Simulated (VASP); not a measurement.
# TiCo: equation of state with PBEsol

Crystal: TiCo.

```
CELL_PARAMETERS angstrom
2.98611 0.00000 0.00000
0.00000 2.98611 0.00000
0.00000 0.00000 2.98611
ATOMIC_POSITIONS crystal
Co 0.50000 0.50000 0.50000
Ti 0.00000 0.00000 0.00000
```

The cell comes from a database or a generator and needn't be the stable form of this composition.

| Property | Result |
| --- | --- |
| Program | VASP 6.6.1 |
| Task | equation of state |
| Functional | PBEsol |
| Potentials or basis | VASP PAW PBE potentials, release 64 (Co, Ti_sv) |
| Cutoff | 520 eV |
| k mesh | 9 × 9 × 9 |
| Occupations | fermi-dirac, width 0.05 eV |
| Spin | collinear spin, ferromagnetic start |
| Starting moments | [2.0, 1.0] μB |
| Ladder | free |
| Further INCAR settings | ALGO = Normal; EDIFF = 1e-07; NBANDS = 22 |

```yaml
Equilibrium_volume: 12.64 Å³/atom
Bulk_modulus: 188 GPa
Pressure_derivative_of_the_bulk_modulus: 4.8
```

Energy against volume, from the lowest point:
```csv
volume (Å³/atom),energy (meV/atom)
12.515,0.00
12.781,0.06
13.047,6.30
13.313,18.02
13.580,34.57
13.846,55.40
14.112,80.00
```

All runs of the series together: 3.7 min on 1 thread of AMD EPYC 9R14 (Zen 4), on a shared host.

Caveat: the PAW data sets were made with another functional, which shifts forces and pressure a little.
